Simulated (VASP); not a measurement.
# C (Pmna) in VASP: relaxation of cell and atoms with PBE

Aim: the relaxation of cell and atoms of C with PBE.

Program: VASP 6.6.1. These are calculated values, not measurements. Logs are shortened: lines on timing, memory, paths and dates and some standing lists are left out, and cuts for length are marked.

## Step 1: The structure

The structure is orthorhombic, space group Pmna (No. 53). The conventional cell has a = 4.864 Å, b = 3.641 Å, c = 2.370 Å, α = 90.00°, β = 90.00°, γ = 90.00°. C (site symmetry m) has 3 C at 1.46 to 1.47 Å as nearest neighbours. C (site symmetry 2) is surrounded by 4 C at 1.46 Å.

The cell was built by a generator and needn't be a form met in nature.

## Step 2: Relaxation of cell and atoms, PBE

Input file INCAR:

```
SYSTEM = C
  PREC = Accurate
  ENCUT = 600
  EDIFF = 1E-6
  ISMEAR = 0
  SIGMA = 0.1
  LREAL = .FALSE.
  LASPH = .TRUE.
  NELM = 100
  ALGO = Normal
  ISIF = 3
  LWAVE = .FALSE.
  LCHARG = .FALSE.
  GGA = PE
  IBRION = 2
  NSW = 90
  EDIFFG = -0.04
```

Input file KPOINTS:

```
regular mesh
0
G
  4 6 8
  0 0 0
```

Input file POSCAR:

```
C
1.0
    4.8639432100      0.0000000000      0.0000000000
    0.0000000000      3.6412474000      0.0000000000
    0.0000000000      0.0000000000      2.3703553100
C
8
Direct
    0.0000000000      0.1697209300      0.1690973500
    0.5000000000      0.8302790700      0.6690973500
    0.5000000000      0.1697209300      0.3309026500
    0.0000000000      0.8302790700      0.8309026500
    0.2500000000      0.3832403400      0.2500000000
    0.2500000000      0.6167596600      0.7500000000
    0.7500000000      0.6167596600      0.7500000000
    0.7500000000      0.3832403400      0.2500000000
```

Potentials or basis: VASP PAW PBE potentials, release 64 (C).

The run is started by

```bash
> cat potpaw_PBE.64/C/POTCAR > POTCAR
> mpirun -np 1 vasp_std > vasp.out
```

OUTCAR:

```text
SYSTEM = C
   PREC = Accurate
   ENCUT = 600
   EDIFF = 1E-6
   ISMEAR = 0
   LREAL = .FALSE.
   LASPH = .TRUE.
   NELM = 100
   ISIF = 3
   GGA = PE
   IBRION = 2
   NSW = 90
   EDIFFG = -0.04

 ion  position               nearest neighbor table
   1  0.000  0.170  0.169-   5 1.46   8 1.46   4 1.47   4 2.00
   2  0.500  0.830  0.669-   6 1.46   7 1.46   3 1.47   3 2.00
   3  0.500  0.170  0.331-   5 1.46   8 1.46   2 1.47   2 2.00
   4  0.000  0.830  0.831-   6 1.46   7 1.46   1 1.47   1 2.00
   5  0.250  0.383  0.250-   1 1.46   3 1.46   6 1.46   6 1.46
   6  0.250  0.617  0.750-   2 1.46   4 1.46   5 1.46   5 1.46
   7  0.750  0.617  0.750-   2 1.46   4 1.46   8 1.46   8 1.46
   8  0.750  0.383  0.250-   1 1.46   3 1.46   7 1.46   7 1.46

  LATTYP: Found a simple orthorhombic cell.
 ALAT       =     2.3703553100
 B/A-ratio  =     1.5361610070
 C/A-ratio  =     2.0519890792

  Lattice vectors:

 A1 = (   0.0000000000,   0.0000000000,  -2.3703553100)
 A2 = (   0.0000000000,   3.6412474000,   0.0000000000)
 A3 = (   4.8639432100,   0.0000000000,   0.0000000000)

Analysis of symmetry for initial positions (statically):
=====================================================================
 Subroutine PRICEL returns:
 Original cell was already a primitive cell.

 Routine SETGRP: Setting up the symmetry group for a
 simple orthorhombic supercell.

 Subroutine GETGRP returns: Found  8 space group operations
 (whereof  4 operations were pure point group operations)
 out of a pool of  8 trial point group operations.

The static configuration has the point symmetry C_2h.
 The point group associated with its full space group is D_2h.

Analysis of symmetry for dynamics (positions and initial velocities):
=====================================================================
 Subroutine PRICEL returns:
 Original cell was already a primitive cell.

 Routine SETGRP: Setting up the symmetry group for a
 simple orthorhombic supercell.

 Subroutine GETGRP returns: Found  8 space group operations
 (whereof  4 operations were pure point group operations)
 out of a pool of  8 trial point group operations.

The dynamic configuration has the point symmetry C_2h.
 The point group associated with its full space group is D_2h.

 Subroutine INISYM returns: Found  8 space group operations
 (whereof  4 operations are pure point group operations),
 and found     1 'primitive' translations

----------------------------------------------------------------------------------------

                                     Primitive cell

  volume of cell :      41.9809

  direct lattice vectors                    reciprocal lattice vectors
     4.863943210  0.000000000  0.000000000     0.205594506  0.000000000  0.000000000
     0.000000000  3.641247400  0.000000000     0.000000000  0.274631161  0.000000000
     0.000000000  0.000000000  2.370355310     0.000000000  0.000000000  0.421877680

  length of vectors
     4.863943210  3.641247400  2.370355310     0.205594506  0.274631161  0.421877680

  position of ions in fractional coordinates (direct lattice)
     0.000000000  0.169720930  0.169097350
     0.500000000  0.830279070  0.669097350
     0.500000000  0.169720930  0.330902650
     0.000000000  0.830279070  0.830902650
     0.250000000  0.383240340  0.250000000
     0.250000000  0.616759660  0.750000000
     0.750000000  0.616759660  0.750000000
     0.750000000  0.383240340  0.250000000

  ion indices of the primitive-cell ions
   primitive index   ion index
                 1           1
                 2           2
                 3           3
                 4           4
                 5           5
                 6           6
                 7           7
                 8           8

----------------------------------------------------------------------------------------

 KPOINTS: regular mesh

Automatic generation of k-mesh.
 Grid dimensions read from file:
 generate k-points for:    4    6    8

 Generating k-lattice:

  Cartesian coordinates                     Fractional coordinates (reciprocal lattice)
     0.051398626  0.000000000  0.000000000     0.250000000  0.000000000  0.000000000
     0.000000000  0.045771860  0.000000000     0.000000000  0.166666667  0.000000000
     0.000000000  0.000000000  0.052734710     0.000000000  0.000000000  0.125000000

  Length of vectors
     0.051398626  0.045771860  0.052734710

  Shift w.r.t. Gamma in fractional coordinates (k-lattice)
     0.000000000  0.000000000  0.000000000

 Subroutine IBZKPT returns following result:
 ===========================================

 Found     60 irreducible k-points:

 Following reciprocal coordinates:
            Coordinates               Weight
  0.000000  0.000000  0.000000      1.000000
  0.250000  0.000000  0.000000      2.000000
  0.500000  0.000000  0.000000      1.000000
  0.000000  0.166667  0.000000      2.000000
  0.250000  0.166667  0.000000      4.000000
  0.500000  0.166667  0.000000      2.000000
[... 16 lines left out ...]
  0.250000  0.500000  0.125000      4.000000
  0.500000  0.500000  0.125000      2.000000
 [... further k-points ...]
   k-points           NKPTS =     60   k-points in BZ     NKDIM =     60   number of bands    NBANDS=     21
   number of dos      NEDOS =    301   number of ions     NIONS =      8
   total plane-waves  NPLWV =  24000
   dimension x,y,z NGX =    40 NGY =   30 NGZ =   20
   dimension x,y,z NGXF=    80 NGYF=   60 NGZF=   40
   ions per type =               8
   NGX,Y,Z   is equivalent  to a cutoff of  13.67, 13.70, 14.03 a.u.
   NGXF,Y,Z  is equivalent  to a cutoff of  27.34, 27.39, 28.05 a.u.
 SYSTEM =  C
   PREC   = accura    normal or accurate (medium, high low for compatibility)
   ISTART =      0    job   : 0-new  1-cont  2-samecut
   ICHARG =      2    charge: 1-file 2-atom 10-const
   ISPIN  =      1    spin polarized calculation?
   LNONCOLLINEAR =      F non collinear calculations
   LSORBIT =      F    spin-orbit coupling
   LASPH  =      T    aspherical Exc in radial PAW
   ENCUT  =  600.0 eV  44.10 Ry    6.64 a.u.   9.71  7.27  4.73*2*pi/ulx,y,z
   NELM   =    100;   NELMIN=  2; NELMDL= -5     # of ELM steps
   EDIFF  = 0.1E-05   stopping-criterion for ELM
   LREAL  =      F    real-space projection
   EDIFFG = -.4E-01   stopping-criterion for IOM
   NSW    =     90    number of steps for IOM
   IBRION =      2    ionic relax: 0-MD 1-quasi-New 2-CG
   NFREE  =      1    steps in history (QN), initial steepest desc. (CG)
   ISIF   =      3    stress and relaxation
   ISYM   =      2    0-nonsym 1-usesym 2-fastsym
   POTIM  = 0.5000    time-step for ionic-motion
   TEBEG  =    0.0;   TEEND  =   0.0 temperature during run
   PSTRESS=    0.0 pullay stress
   NELECT =      32.0000    total number of electrons
   NUPDOWN=      -1.0000    fix difference up-down
   EMIN   =  10.00;   EMAX   =-10.00  energy-range for DOS
   EFERMI =   0.00;   METHOD = LEGACY
   ISMEAR =     0;   SIGMA  =   0.10  broadening in eV -4-tet -1-fermi 0-gaus
   EFERMI_NEDOS =   21; number of points for ismear=-14 and -15
   IALGO  =     38    algorithm
   IMIX   =      4    mixing-type and parameters
     AMIX     =   0.40;   BMIX     =  1.00
     AMIX_MAG =   1.60;   BMIX_MAG =  1.00
  volume/ion in A,a.u.               =       5.25        35.41
  Fermi-wavevector in a.u.,A,eV,Ry     =   1.495458  2.826005 30.427981  2.236394
  Thomas-Fermi vector in A             =   2.607600
   LORBIT       =      0    0 simple, 1 ext, 2 COOP (PROOUT), +10 PAW based schemes
   GGA     = PE    functional components
   LHFCALC =     F    Hartree Fock is set to
   AEXX    =    0.0000 exact exchange contribution
   IVDW    =     0    specifies the selected vdW correction
   LEPSILON=     F    determine dielectric tensor
   LRPA    =     F    only Hartree local field effects (RPA)
 conjugate gradient relaxation of ions
 non-spin polarized calculation
 Gauss-broadening in eV      SIGMA  =   0.10
  energy-cutoff  :      600.00
  volume of cell :       41.98
 maximum number of plane-waves:      1426
 NGX is ok and might be reduce to    40
   NGX = 19   NGY = 15   NGZ =  9

--------------------------------------- Ionic step        1  -------------------------------------------

 number of electron      32.0000000 magnetization

 Free energy of the ion-electron system (eV)
  ---------------------------------------------------
  ext. energy  EPLUGINS =         0.00000000
  ---------------------------------------------------
  free energy    TOTEN  =       -66.86639788 eV

  energy without entropy =      -66.86232622  energy(sigma->0) =      -66.86436205

------------------------ aborting loop because EDIFF is reached ----------------------------------------

  FORCE on cell =-STRESS in cart. coord.  units (eV):
  Direction    XX          YY          ZZ          XY          YZ          ZX
  --------------------------------------------------------------------------------------
  -------------------------------------------------------------------------------------
  Total       16.2346003      8.6081149     27.6036592      0.0000000     -0.0000000      0.0000000
  in kB      619.5837950    328.5235480   1053.4771145      0.0000000     -0.0000000      0.0000000
  external PRESSURE =     667.1948192 kB  Pullay stress =       0.0000000 kB
[... 107 lines left out ...]
  FREE ENERGIE OF THE ION-ELECTRON SYSTEM (eV)
  ---------------------------------------------------
  free  energy   TOTEN  =       -71.1287408490 eV

  energy  without entropy=      -71.1287408490  energy(sigma->0) =      -71.12874085

 E-fermi :   9.1154     XC(G=0): -12.8063

 val. band max:        8.6426933764   @ k =   0.0000   0.0000   0.0000
 cond. band min:      12.3700222597   @ k =   0.2500   0.0000   0.3750
 fundamental gap:      3.7273288833
 Fermi energy:         9.1154361862

 k-point     1 :       0.0000    0.0000    0.0000
  band No.  band energies     occupation
      1     -11.8454      2.00000
      2      -7.6463      2.00000
      3      -7.4376      2.00000
      4      -3.8946      2.00000
      5      -3.5444      2.00000
      6      -0.0022      2.00000
[... 550 lines left out ...]
      5       0.0512      2.00000
      6       0.0512      2.00000
[... 13 lines left out ...]
     20      16.2996      0.00000
     21      16.5435      0.00000

 [... further k-points ...]

[... ionic steps 4 to 9 ...]

--------------------------------------- Ionic step       10  -------------------------------------------

 number of electron      32.0000004 magnetization

------------------------ aborting loop because EDIFF is reached ----------------------------------------

  FORCE on cell =-STRESS in cart. coord.  units (eV):
  Direction    XX          YY          ZZ          XY          YZ          ZX
  --------------------------------------------------------------------------------------
  -------------------------------------------------------------------------------------
  Total        0.3194103      0.2815409     -0.1734135      0.0000000      0.0000000      0.0000000
  in kB       11.2388651      9.9063794     -6.1017780      0.0000000      0.0000000      0.0000000
  external PRESSURE =       5.0144888 kB  Pullay stress =       0.0000000 kB
[... 69 lines left out ...]
  energy  without entropy=      -72.7471521246  energy(sigma->0) =      -72.74715212

--------------------------------------- Ionic step       12  -------------------------------------------

 number of electron      32.0000003 magnetization

 Free energy of the ion-electron system (eV)
  ---------------------------------------------------
  ext. energy  EPLUGINS =         0.00000000
  ---------------------------------------------------
  free energy    TOTEN  =       -72.74727807 eV

  energy without entropy =      -72.74727807  energy(sigma->0) =      -72.74727807

 E-fermi :  10.1165     XC(G=0): -13.2281

 val. band max:        9.6680703175   @ k =   0.0000   0.0000   0.0000
 cond. band min:      13.7903017989   @ k =   0.2500   0.0000   0.3750
 fundamental gap:      4.1222314814
 Fermi energy:        10.1165356768

 k-point     1 :       0.0000    0.0000    0.0000
  band No.  band energies     occupation
      1     -11.7523      2.00000
      2      -7.3003      2.00000
      3      -7.2991      2.00000
      4      -3.0638      2.00000
      5      -3.0634      2.00000
      6       0.9907      2.00000
[... 550 lines left out ...]
      5       0.7859      2.00000
      6       0.7859      2.00000
[... 13 lines left out ...]
     20      17.8589      0.00000
     21      18.5400      0.00000

 [... further k-points ...]
[... 5 lines left out ...]
  --------------------------------------------------------------------------------------
  -------------------------------------------------------------------------------------
  Total        0.0245125      0.0642421     -0.0337348      0.0000000      0.0000000      0.0000000
  in kB        0.8616298      2.2581537     -1.1857993      0.0000000      0.0000000      0.0000000
  external PRESSURE =       0.6446614 kB  Pullay stress =       0.0000000 kB
[... 23 lines left out ...]
  FREE ENERGIE OF THE ION-ELECTRON SYSTEM (eV)
  ---------------------------------------------------
  free  energy   TOTEN  =       -72.7472780719 eV

  energy  without entropy=      -72.7472780719  energy(sigma->0) =      -72.74727807

 reached required accuracy - stopping structural energy minimisation
```

It took 3.9 min on 1 thread of AMD EPYC 9R45 (Zen 5), shared host; peak memory 0.15 GiB.

Results:

```
Free energy                            : -72.7473 eV
Relaxed volume                         : 5.70 Å³/atom
Relaxed cell                           : a = 5.052 Å, b = 3.571 Å, c = 2.527 Å, α = 90.00°, β = 90.00°, γ = 90.00°
Space group after relaxing (to 0.05 Å) : Fd-3m (No. 227)
Energy gained by relaxing              : 735.1 meV/atom
Ionic steps                            : 12
Pressure after relaxing                : 0.1 GPa
Largest force after relaxing           : 0.021 eV/Å
Band gap on the k mesh                 : 4.12 eV, indirect (least direct gap 4.73 eV)
```

Forces on the atoms (eV/Å):
```
C    0.000  0.020  0.007
C    0.000 -0.020  0.007
C    0.000  0.020 -0.007
C    0.000 -0.020 -0.007
C    0.000 -0.010  0.000
C    0.000  0.010  0.000
C    0.000  0.010  0.000
C    0.000 -0.010  0.000
```

Step by step:
```
step  energy change (eV)  largest force (eV/Å)  pressure (GPa)  volume (Å³)
   1              0.0000                6.6956           66.72        41.98
   2             -1.0588                7.0663          -54.11        56.55
   3             -4.2623                5.0495          -22.02        49.33
   4             -1.5830               12.4005          -10.64        50.04
   5             -5.3596                1.1142          -30.68        49.61
   6             -5.5856                1.6051           26.25        43.20
   7             -5.8674                0.4919           -1.52        45.76
   8             -5.8674                0.5039           -0.81        45.68
   9             -5.8691                0.5060            1.86        45.40
  10             -5.8805                0.0453            0.50        45.53
  11             -5.8808                0.0589           -0.20        45.61
  12             -5.8809                0.0213            0.06        45.58
```

Final structure:
```
C
1.0
     5.05179    0.00000    0.00000
     0.00000    3.57108    0.00000
     0.00000    0.00000    2.52657
C
8
Direct
  0.00000 0.12492 0.24995
  0.50000 0.87508 0.74995
  0.50000 0.12492 0.25005
  0.00000 0.87508 0.75005
  0.25000 0.37503 0.25000
  0.25000 0.62497 0.75000
  0.75000 0.62497 0.75000
  0.75000 0.37503 0.25000
```
